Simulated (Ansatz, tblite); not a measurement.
## A script for Li₂Se (GFN1-xTB)

These are simulated results from tblite 0.8.0, not measurements. The cell began as a measured structure and was relaxed with r2SCAN in plane waves (Ansatz 0.2.0). All runs are without spin polarisation.

Space group Fm-3m (No. 225), cubic; a = 5.987 Å in the conventional setting, 17.88 Å³ an atom. Li is surrounded by 4 Se at 2.59 Å; Se is surrounded by 8 Li at 2.59 Å.

tblite solves periodic systems at the zone centre alone, so the script builds a cluster of 2×2×2 conventional cells (96 atoms), which folds in a coarse mesh of k points.

run.py reads:

```python
import json
from ase import Atoms
from ase.build import make_supercell
from ase.units import Bohr, GPa, Hartree
from tblite.interface import Calculator

atoms = Atoms(['Li', 'Li', 'Se'],
              cell=[[0.0, 2.99345887, 2.99345887], [2.99345887, 0.0, 2.99345887], [2.99345887, 2.99345887, 0.0]],
              scaled_positions=[[0.25, 0.25, 0.25], [0.75, 0.75, 0.75], [0.0, 0.0, 0.0]],
              pbc=True)
cluster = make_supercell(atoms, [[-2, 2, 2], [2, -2, 2], [2, 2, -2]])
calc = Calculator('GFN1-xTB', cluster.numbers, cluster.positions / Bohr, lattice=cluster.cell[:] / Bohr, periodic=cluster.pbc)
calc.set('temperature', 0.02 / Hartree)
calc.set('max-iter', 150)
res = calc.singlepoint()
levels = res.get('orbital-energies') * Hartree
nv = round(res.get('orbital-occupations').sum() / 2)
cells = len(cluster) // len(atoms)
out = {'energy_per_cell': res.get('energy') * Hartree / cells, 'homo': levels[nv - 1], 'lumo': levels[nv],
       'stress': (-res.get('virial') * Hartree / cluster.get_volume() / GPa).tolist(), 'charges': res.get('charges')[:len(atoms)].tolist(), 'electrons': 2 * nv / cells}
json.dump(out, open('results.json', 'w'))
for key, value in out.items():
    print(key, value)
```

Command: `python run.py`. It took 6.3 s on 1 thread of Arm Neoverse V1, with other jobs on the host, peak memory 0.13 GiB.

The log:

```
------------------------------------------------------------
  cycle        total energy    energy error   density error
------------------------------------------------------------
      1     -135.4724981488  -1.3509024E+02   6.0915664E-01
      2     -135.8206268106  -3.4812866E-01   3.4355380E-01
      3     -135.5982082812   2.2241853E-01   2.0503307E-01
      4     -136.1021556778  -5.0394740E-01   1.5881233E-02
      5     -136.1050867824  -2.9311046E-03   1.3852768E-02
      6     -136.1066410324  -1.5542500E-03   1.0794246E-02
      7     -136.1086453925  -2.0043600E-03   3.6313983E-03
      8     -136.1088709228  -2.2553033E-04   1.3025980E-03
      9     -136.1089037228  -3.2799967E-05   1.5822874E-04
     10     -136.1089041941  -4.7130857E-07   3.2351062E-05
     11     -136.1089042146  -2.0496174E-08   3.9993947E-06
------------------------------------------------------------

 total:                                   5.635 sec
energy_per_cell -115.74099793550887
homo -8.864363215449488
lumo -8.838351832577594
stress [[0.7409898239930743, 4.15367117311545e-07, 4.1536710628447435e-07], [4.1536711696039916e-07, 0.7409898239931026, 4.1536712417387717e-07], [4.1536710633451817e-07, 4.153671241695431e-07, 0.7409898239931291]]
charges [0.13285191054504764, 0.13283933913772916, -0.26568537607815407]
electrons 8.0
```

The cycle table is in hartree for the whole cluster, and the lines after it are in eV (the energy for one cell). The printed stress is in GPa and positive in compression, and the pressure is its mean diagonal.

GFN1-xTB gives a level spacing of 0.03 eV, too small to call a gap. On the same cell, plane-wave PBE (Ansatz, 8×8×8 k points and the special points) gives a gap of 2.97 eV and r2SCAN a gap of 3.48 eV; on shared hosts these took about 2 and 5.1 core-seconds on the 3-atom cell, against 6.3 for the script. Semilocal gaps usually lie below measured ones. This method closes a gap that PBE finds, a failure in kind.

The same script was run on cells scaled at fixed shape and fractional coordinates:

| volume (Å³/atom) | energy (meV/atom) | pressure (GPa, positive in compression) | gap (eV) |
| --- | --- | --- | --- |
| 15.74 | 48.8 | 7.23 | 0.09 |
| 16.81 | 13.7 | 3.48 | 0.05 |
| 17.88 | 0.0 | 0.74 | 0.03 |
| 18.96 | 2.1 | -1.28 | 0.00 |
| 20.03 | 16.1 | -2.83 | 0.00 |

A Birch-Murnaghan fit puts the minimum at 18.24 Å³/atom, 2.0 % above the given cell, with a bulk modulus of 36.3 GPa at fixed shape.

xTB was fitted mostly to molecules, and a small cluster samples few k points, so gaps, pressures and kinks along a curve can be far from a solid's.

Spin-orbit coupling is left out.
